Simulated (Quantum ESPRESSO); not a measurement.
# GaAs (F-43m) in Quantum ESPRESSO: reference runs

Aim: a first look at GaAs with PBE, on the cell as given and on a disturbed one.

All numbers are computed with Quantum ESPRESSO 7.5; they aren't measurements. Logs are shortened: lines on timing, memory, paths and dates and some standing lists are left out, and cuts for length are marked.

**The experiment to reproduce.**

“Evidence of valence band perturbations in GaAsN/GaAs(001): A combined variable-angle spectroscopic ellipsometry and modulated photoreflectance investigation”, 2008, arxiv:0805.2212 reports, for a bulk crystal of GaAs at 300 K: band gap 1.418 ± 0.005 eV (direct).

How close the calculation comes is told below.

## 1. The structure

Symmetry: F-43m, No. 216, cubic system. The conventional cell has a = 5.654 Å, b = 5.654 Å, c = 5.654 Å, α = 90.00°, β = 90.00°, γ = 90.00°. As (site symmetry -43m) has 4 Ga at 2.45 Å as nearest neighbours. Around Ga (site symmetry -43m) lie 4 As at 2.45 Å.

## 2. Single point, PBE

pw.in reads:

```
&CONTROL
  calculation = 'scf'
  prefix = 'pwscf'
  outdir = './tmp'
  pseudo_dir = './pseudo'
  tprnfor = .true.
  tstress = .true.
  disk_io = 'nowf'
/
&SYSTEM
  ibrav = 0
  nat = 2
  ntyp = 2
  ecutwfc = 70
  ecutrho = 560
  nbnd = 15
  occupations = 'smearing'
  smearing = 'fd'
  degauss = 0.00367493
/
&ELECTRONS
  conv_thr = 4d-10
  electron_maxstep = 120
  mixing_beta = 0.5
/
ATOMIC_SPECIES
As    74.9216 As.pbe-n-rrkjus_psl.0.2.UPF
Ga    69.7230 Ga.pbe-dn-kjpaw_psl.1.0.0.UPF
CELL_PARAMETERS angstrom
   0.0000000000    2.8268500000    2.8268500000
   2.8268500000    0.0000000000    2.8268500000
   2.8268500000    2.8268500000    0.0000000000
ATOMIC_POSITIONS crystal
As     0.7500000000    0.7500000000    0.7500000000
Ga     0.0000000000    0.0000000000    0.0000000000
K_POINTS automatic
8 8 8 0 0 0
```

Potentials or basis: SSSP 1.3 efficiency PBE.

The run is started by

```bash
OMP_NUM_THREADS=1 pw.x -in pw.in > pw.out
```

pw.out:

```text
This program is part of the open-source Quantum ESPRESSO suite
     for quantum simulation of materials; please cite
         "P. Giannozzi et al., J. Phys.:Condens. Matter 21 395502 (2009);
         "P. Giannozzi et al., J. Phys.:Condens. Matter 29 465901 (2017);
         "P. Giannozzi et al., J. Chem. Phys. 152 154105 (2020);
     in publications or presentations arising from this work. More details at

     file Ga.pbe-dn-kjpaw_psl.1.0.0.UPF: wavefunction(s)  4S renormalized
     Message from routine setup:
     using ibrav=0 with symmetry is DISCOURAGED, use correct ibrav instead

     G-vector sticks info
     --------------------
     sticks:   dense  smooth     PW     G-vecs:    dense   smooth      PW
     Sum        2221    1099    313                68465    24045    3839

     Using Slab Decomposition

     bravais-lattice index     =            0
     lattice parameter (alat)  =       7.5547  a.u.
     unit-cell volume          =     304.8842 (a.u.)^3
     number of atoms/cell      =            2
     number of atomic types    =            2
     number of electrons       =        18.00
     number of Kohn-Sham states=           15
     kinetic-energy cutoff     =      70.0000  Ry
     charge density cutoff     =     560.0000  Ry
     scf convergence threshold =      4.0E-10
     mixing beta               =       0.5000
     number of iterations used =            8  plain     mixing
     Exchange-correlation= SLA  PW   PBX  PBC
                           (   1   4   3   4   0   0   0)

     celldm(1)=   7.554690  celldm(2)=   0.000000  celldm(3)=   0.000000
     celldm(4)=   0.000000  celldm(5)=   0.000000  celldm(6)=   0.000000

     crystal axes: (cart. coord. in units of alat)
               a(1) = (   0.000000   0.707107   0.707107 )
               a(2) = (   0.707107   0.000000   0.707107 )
               a(3) = (   0.707107   0.707107   0.000000 )

     reciprocal axes: (cart. coord. in units 2 pi/alat)
               b(1) = ( -0.707107  0.707107  0.707107 )
               b(2) = (  0.707107 -0.707107  0.707107 )
               b(3) = (  0.707107  0.707107 -0.707107 )

     PseudoPot. # 1 for As read from file:
     As.pbe-n-rrkjus_psl.0.2.UPF
     Pseudo is Ultrasoft + core correction, Zval =  5.0
     Generated using "atomic" code by A. Dal Corso  v.5.0.99 svn rev. 10869
     Using radial grid of 1209 points,  4 beta functions with:
                l(1) =   0
                l(2) =   0
                l(3) =   1
                l(4) =   1
     Q(r) pseudized with 0 coefficients

     PseudoPot. # 2 for Ga read from file:
     Ga.pbe-dn-kjpaw_psl.1.0.0.UPF
     Pseudo is Projector augmented-wave + core cor, Zval = 13.0
     Generated using "atomic" code by A. Dal Corso  v.5.1
     Shape of augmentation charge: PSQ
     Using radial grid of 1205 points,  6 beta functions with:
                l(1) =   0
                l(2) =   0
                l(3) =   1
                l(4) =   1
                l(5) =   2
                l(6) =   2
     Q(r) pseudized with 0 coefficients

     atomic species   valence    mass     pseudopotential
     As                5.00    74.92160     As( 1.00)
     Ga               13.00    69.72300     Ga( 1.00)

     24 Sym. Ops. (no inversion) found

   Cartesian axes

     site n.     atom                  positions (alat units)
         1        As     tau(   1) = (   1.0606602   1.0606602   1.0606602  )
         2        Ga     tau(   2) = (   0.0000000   0.0000000   0.0000000  )

     number of k points=    29  Fermi-Dirac smearing, width (Ry)=  0.0037
                       cart. coord. in units 2pi/alat
        k(    1) = (   0.0000000   0.0000000   0.0000000), wk =   0.0039062
        k(    2) = (   0.0883883   0.0883883  -0.0883883), wk =   0.0312500
        k(    3) = (   0.1767767   0.1767767  -0.1767767), wk =   0.0312500
        k(    4) = (   0.2651650   0.2651650  -0.2651650), wk =   0.0312500
        k(    5) = (  -0.3535534  -0.3535534   0.3535534), wk =   0.0156250
        k(    6) = (   0.1767767   0.0000000   0.0000000), wk =   0.0234375
[... 21 lines left out ...]
        k(   28) = (  -0.7071068   0.1767767  -0.0000000), wk =   0.0468750
        k(   29) = (  -0.7071068   0.3535534   0.0000000), wk =   0.0234375

     Dense  grid:    68465 G-vectors     FFT dimensions: (  60,  60,  60)

     Smooth grid:    24045 G-vectors     FFT dimensions: (  45,  45,  45)

     Initial potential from superposition of free atoms

     starting charge      17.9968, renormalised to      18.0000
     Starting wfcs are   13 randomized atomic wfcs +    2 random wfcs

     Self-consistent Calculation

     iteration #  1     ecut=    70.00 Ry     beta= 0.50
     Davidson diagonalization with overlap
     ethr =  1.00E-02,  avg # of iterations =  5.7

     Threshold (ethr) on eigenvalues was too large:
     Diagonalizing with lowered threshold

     Davidson diagonalization with overlap
     ethr =  2.42E-04,  avg # of iterations =  7.1

     total energy              =    -296.16549232 Ry
     estimated scf accuracy    <       0.04937326 Ry

     iteration #  2     ecut=    70.00 Ry     beta= 0.50
     Davidson diagonalization with overlap
     ethr =  2.74E-04,  avg # of iterations =  2.0

     total energy              =    -296.17296336 Ry
     estimated scf accuracy    <       0.00553284 Ry

     iteration #  3     ecut=    70.00 Ry     beta= 0.50
     Davidson diagonalization with overlap
     ethr =  3.07E-05,  avg # of iterations =  6.4

     total energy              =    -296.17521600 Ry
     estimated scf accuracy    <       0.00235001 Ry

     iteration #  4     ecut=    70.00 Ry     beta= 0.50
     Davidson diagonalization with overlap
     ethr =  1.31E-05,  avg # of iterations =  3.5

     total energy              =    -296.17550139 Ry
     estimated scf accuracy    <       0.00036457 Ry

     iteration #  5     ecut=    70.00 Ry     beta= 0.50
     Davidson diagonalization with overlap
     c_bands:  1 eigenvalues not converged
     ethr =  2.03E-06,  avg # of iterations =  6.3

     total energy              =    -296.17563481 Ry
     estimated scf accuracy    <       0.00005167 Ry

     iteration #  6     ecut=    70.00 Ry     beta= 0.50
     Davidson diagonalization with overlap
     ethr =  2.87E-07,  avg # of iterations =  4.5

     total energy              =    -296.17565082 Ry
     estimated scf accuracy    <       0.00000175 Ry

     iteration #  7     ecut=    70.00 Ry     beta= 0.50
     Davidson diagonalization with overlap
     ethr =  9.74E-09,  avg # of iterations =  5.5

     total energy              =    -296.17565322 Ry
     estimated scf accuracy    <       0.00000007 Ry

     iteration #  8     ecut=    70.00 Ry     beta= 0.50
     Davidson diagonalization with overlap
     ethr =  3.68E-10,  avg # of iterations =  5.2

     total energy              =    -296.17565329 Ry
     estimated scf accuracy    <       0.00000014 Ry

     iteration #  9     ecut=    70.00 Ry     beta= 0.50
     Davidson diagonalization with overlap
     ethr =  3.68E-10,  avg # of iterations =  1.2

     total energy              =    -296.17565330 Ry
     estimated scf accuracy    <          5.1E-10 Ry

     iteration # 10     ecut=    70.00 Ry     beta= 0.50
     Davidson diagonalization with overlap
     ethr =  2.82E-12,  avg # of iterations =  8.8

     total energy              =    -296.17565330 Ry
     estimated scf accuracy    <          3.2E-09 Ry

     iteration # 11     ecut=    70.00 Ry     beta= 0.50
     Davidson diagonalization with overlap
     ethr =  2.82E-12,  avg # of iterations =  1.0

     total energy              =    -296.17565330 Ry
     estimated scf accuracy    <          2.0E-09 Ry

     iteration # 12     ecut=    70.00 Ry     beta= 0.50
     Davidson diagonalization with overlap
     ethr =  2.82E-12,  avg # of iterations =  4.9

     End of self-consistent calculation

          k = 0.0000 0.0000 0.0000 (  2975 PWs)   bands (ev):

    -8.0740  -8.0740  -8.0740  -7.9961  -7.9961  -6.0110   6.7135   6.7135
     6.7135   7.2476  10.4472  10.4472  10.4472  14.3928  16.8768

          k = 0.0884 0.0884-0.0884 (  3008 PWs)   bands (ev):

    -8.0874  -8.0704  -8.0704  -7.9962  -7.9962  -5.8286   4.7526   6.4772
     6.4772   8.3172  10.7980  10.7980  10.9166  15.3304  16.0247

          k = 0.1768 0.1768-0.1768 (  2989 PWs)   bands (ev):

    -8.1166  -8.0627  -8.0627  -7.9954  -7.9954  -5.3194   2.5754   6.0359
     6.0359   8.1713  11.3179  11.3179  12.6872  15.7693  15.7865

          k = 0.2652 0.2652-0.2652 (  3004 PWs)   bands (ev):

    -8.1428  -8.0567  -8.0567  -7.9930  -7.9930  -4.6377   0.8282   5.6962
     5.6962   7.8409  11.4022  11.4022  14.3969  15.7620  16.9793

          k =-0.3536-0.3536 0.3536 (  2998 PWs)   bands (ev):

    -8.1528  -8.0547  -8.0547  -7.9914  -7.9914  -4.2494   0.0760   5.5743
     5.5743   7.7154  11.3489  11.3489  14.5310  17.1618  18.7071

          k = 0.1768 0.0000 0.0000 (  2998 PWs)   bands (ev):

    -8.0950  -8.0670  -8.0670  -7.9990  -7.9940  -5.7679   4.7256   6.0553
     6.0553   9.0830   9.8137  11.4138  11.4138  14.7785  15.6941

          k = 0.2652 0.0884-0.0884 (  2988 PWs)   bands (ev):

    -8.1183  -8.0605  -8.0589  -8.0012  -7.9920  -5.3660   3.0835   5.5452
     5.5667   9.2535  10.1560  12.1585  12.2617  14.6070  16.9025

          k = 0.3536 0.1768-0.1768 (  3006 PWs)   bands (ev):

    -8.1421  -8.0551  -8.0522  -8.0001  -7.9903  -4.7248   1.3280   4.9465
     5.2758   8.9719  10.8851  12.2967  12.9377  16.0629  16.9725

          k =-0.2652-0.4419 0.4419 (  3015 PWs)   bands (ev):

    -8.1550  -8.0526  -8.0498  -7.9960  -7.9906  -4.1754   0.2313   4.5162
     5.2669   8.7855  11.0559  12.0250  14.4806  16.3915  18.1369

          k =-0.1768-0.3536 0.3536 (  3019 PWs)   bands (ev):

    -8.1514  -8.0528  -8.0518  -7.9942  -7.9932  -4.3134   0.4855   4.3787
     5.5334   8.8196  11.2708  11.7721  14.4937  16.4960  16.5013

          k =-0.0884-0.2652 0.2652 (  3012 PWs)   bands (ev):

    -8.1324  -8.0582  -8.0561  -7.9979  -7.9932  -4.9562   1.8756   4.6082
     5.9934   9.0333  11.4667  11.4693  12.8592  15.0591  16.5479

          k = 0.0000-0.1768 0.1768 (  3012 PWs)   bands (ev):

    -8.1063  -8.0664  -8.0629  -7.9982  -7.9944  -5.5363   3.5770   5.3495
     6.4342   9.0194  10.7980  10.9287  12.1233  15.0075  16.0097

          k = 0.3536 0.0000 0.0000 (  3042 PWs)   bands (ev):

    -8.1373  -8.0498  -8.0498  -8.0076  -7.9890  -5.0843   2.6254   5.0236
     5.0236   8.6923   9.9923  13.3434  13.3434  14.1750  17.9159

          k = 0.4419 0.0884-0.0884 (  3011 PWs)   bands (ev):

    -8.1556  -8.0435  -8.0417  -8.0100  -7.9869  -4.5391   1.4483   4.2980
     4.6939   8.8263  10.0458  13.1637  13.9361  16.2405  18.9751

          k =-0.1768-0.5303 0.5303 (  3018 PWs)   bands (ev):

    -8.1646  -8.0438  -8.0385  -8.0065  -7.9879  -3.9603   0.4415   3.4783
     4.6762   8.9140  11.4279  12.9675  13.6885  17.1432  18.8431

          k =-0.0884-0.4419 0.4419 (  3027 PWs)   bands (ev):

    -8.1621  -8.0469  -8.0409  -8.0003  -7.9928  -3.8676   0.3136   3.0638
     4.9723   9.1221  12.1771  13.1751  14.0947  15.3216  16.5120

          k = 0.0000-0.3536 0.3536 (  3008 PWs)   bands (ev):

    -8.1499  -8.0507  -8.0486  -7.9974  -7.9951  -4.3733   1.0700   3.3492
     5.4943   9.4500  12.3378  12.3907  12.5814  15.1382  17.1372

          k = 0.5303-0.0000 0.0000 (  3018 PWs)   bands (ev):

    -8.1719  -8.0321  -8.0321  -8.0172  -7.9839  -4.1245   0.8029   4.2948
     4.2948   8.1680   9.0057  15.4866  15.4866  16.1222  19.1669

          k =-0.0884-0.6187 0.6187 (  3017 PWs)   bands (ev):

    -8.1783  -8.0314  -8.0283  -8.0164  -7.9840  -3.6685   0.1660   3.6012
     4.2092   8.4130   9.3793  15.2345  15.7293  17.4923  19.2994

          k = 0.0000-0.5303 0.5303 (  3032 PWs)   bands (ev):

    -8.1731  -8.0384  -8.0314  -8.0095  -7.9883  -3.5468   0.0815   2.8545
     4.4577   8.6705  11.3571  14.7050  14.8061  15.4073  17.3296

          k =-0.7071 0.0000 0.0000 (  3026 PWs)   bands (ev):

    -8.1847  -8.0246  -8.0246  -8.0214  -7.9818  -3.5107  -0.1042   4.0391
     4.0391   8.1723   8.3589  16.9266  16.9266  17.7190  20.0891

          k = 0.3536 0.1768 0.0000 (  3007 PWs)   bands (ev):

    -8.1389  -8.0534  -8.0506  -8.0038  -7.9902  -4.8904   2.0328   4.3159
     5.4143   9.7646  10.2474  12.0811  13.0631  15.2083  17.7232

          k =-0.2652-0.4419 0.6187 (  3020 PWs)   bands (ev):

    -8.1551  -8.0499  -8.0439  -8.0023  -7.9904  -4.2596   0.8228   3.6615
     4.9784   9.8051  10.9168  12.2569  13.6502  16.2767  17.6330

          k =-0.1768-0.3536 0.5303 (  3026 PWs)   bands (ev):

    -8.1612  -8.0492  -8.0414  -7.9998  -7.9916  -3.9073   0.2273   3.4874
     4.7766   9.7484  10.8844  13.0693  14.4347  15.2728  18.4239

          k =-0.1768-0.5303 0.7071 (  3011 PWs)   bands (ev):

    -8.1677  -8.0398  -8.0342  -8.0113  -7.9864  -4.0106   0.6664   3.6719
     4.2376   9.3582   9.9174  13.0128  15.4017  16.7714  18.6165

          k =-0.0884-0.4419 0.6187 (  3024 PWs)   bands (ev):

    -8.1703  -8.0424  -8.0318  -8.0074  -7.9894  -3.6144   0.1802   3.0513
     4.0601   9.7132  11.4288  12.6290  14.5872  16.1977  18.9961

          k = 0.0000-0.3536 0.5303 (  3030 PWs)   bands (ev):

    -8.1651  -8.0463  -8.0352  -8.0033  -7.9921  -3.7547   0.3492   2.9080
     4.4018  10.0569  11.9673  12.1537  14.4705  15.4631  17.2112

          k =-0.7071 0.1768-0.0000 (  3016 PWs)   bands (ev):

    -8.1786  -8.0334  -8.0278  -8.0139  -7.9854  -3.4817  -0.0178   3.5735
     3.6669   9.2743   9.4676  14.8964  15.0877  17.7735  19.0629

          k =-0.7071 0.3536 0.0000 (  3028 PWs)   bands (ev):

    -8.1716  -8.0431  -8.0291  -8.0066  -7.9908  -3.4522   0.0800   3.1805
     3.3682  11.3421  11.4369  12.1567  12.7664  17.8349  19.0111

     the Fermi energy is     7.0097 ev

!    total energy              =    -296.17565330 Ry
     estimated scf accuracy    <          2.4E-10 Ry
     smearing contrib. (-TS)   =      -0.00000159 Ry
     internal energy E=F+TS    =    -296.17565171 Ry

     The total energy is F=E-TS. E is the sum of the following terms:
     one-electron contribution =    -119.66351681 Ry
     hartree contribution      =      75.19034181 Ry
     xc contribution           =     -47.43482959 Ry
     ewald contribution        =     -93.01011532 Ry
     one-center paw contrib.   =    -111.25753181 Ry

     convergence has been achieved in  12 iterations

     Forces acting on atoms (cartesian axes, Ry/au):

     atom    1 type  1   force =    -0.00000000    0.00000000    0.00000000
     atom    2 type  2   force =     0.00000000   -0.00000000   -0.00000000

     Total force =     0.000000     Total SCF correction =     0.000000

     Computing stress (Cartesian axis) and pressure

          total   stress  (Ry/bohr**3)                   (kbar)     P=       33.26
   0.00022611  -0.00000000  -0.00000000           33.26       -0.00       -0.00
  -0.00000000   0.00022611   0.00000000           -0.00       33.26        0.00
  -0.00000000   0.00000000   0.00022611           -0.00        0.00       33.26

=------------------------------------------------------------------------------=
   JOB DONE.
=------------------------------------------------------------------------------=
```

Wall time 57 s (1 thread of Arm Neoverse V1, shared host); peak memory 0.29 GiB.

What came out:

```yaml
Free_energy: -4029.6750 eV
Pressure: 3.3 GPa
Band_gap_on_the_k_mesh: 0.53 eV, direct
```

[end of part 1 of 2]
